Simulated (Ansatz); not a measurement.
**Stress against strain in Se**

```xyz
6
Lattice="5.6810 3.2799 1.4763 -5.6810 3.2799 1.4763 0.0000 -6.5599 1.4763" Properties=species:S:1:pos:R:3 pbc="T T T"
Se    0.6712   -4.5696    2.0098
Se    3.6218    2.8661    2.0098
Se   -4.2930    1.7035    2.0098
Se   -0.6712    4.5696    2.4192
Se   -3.6218   -2.8661    2.4192
Se    4.2930   -1.7035    2.4192
```

Atom numbers follow the list: Se1, Se2, Se3, Se4, Se5, Se6.

The cell is COD entry 9013138, as deposited and not checked against the literature; nothing was relaxed.

The calculation used Ansatz 0.2.0, DFT, PBEsol, all-electron LAPW, scalar-relativistic.

Sampling and basis: a Γ-centred 6×6×6 k mesh, Fermi–Dirac smearing of 0.01 eV, basis error target 1 meV/atom, no spin polarisation.

The strain is applied along the Cartesian axes of the cell as listed (the other components stay zero). Fractional coordinates are held (clamped ions).

σ is the change of stress from the unstrained cell, which is at 0.10 GPa; tension is positive, so slopes are stress–strain coefficients at that pressure.

Only quantities that a quadratic follows smoothly over the whole series are listed; rougher ones are left out.

```
    εzz  σzz (GPa)  σxx (GPa)
-0.0300      -1.02      -1.07
-0.0200      -0.67      -0.70
 0.0000       0.00       0.00
 0.0100       0.31       0.33
 0.0200       0.62       0.65
 0.0300       0.91       0.95
```

Question: Fit the series and read off the stiffness at zero strain.

Answer: Least-squares fits y = p0 + p1 x + p2 x² to the rows give σzz (GPa): p1 = 32.2, p2 = -58; σxx (GPa): p1 = 33.7, p2 = -67. So C33 = 32 GPa and C13 = 34 GPa, for these axes.

Question: One run, at εzz = -0.0100, is withheld. Predict its row.

Answer: The fits give -0.33, -0.34; the run gave -0.33, -0.34.
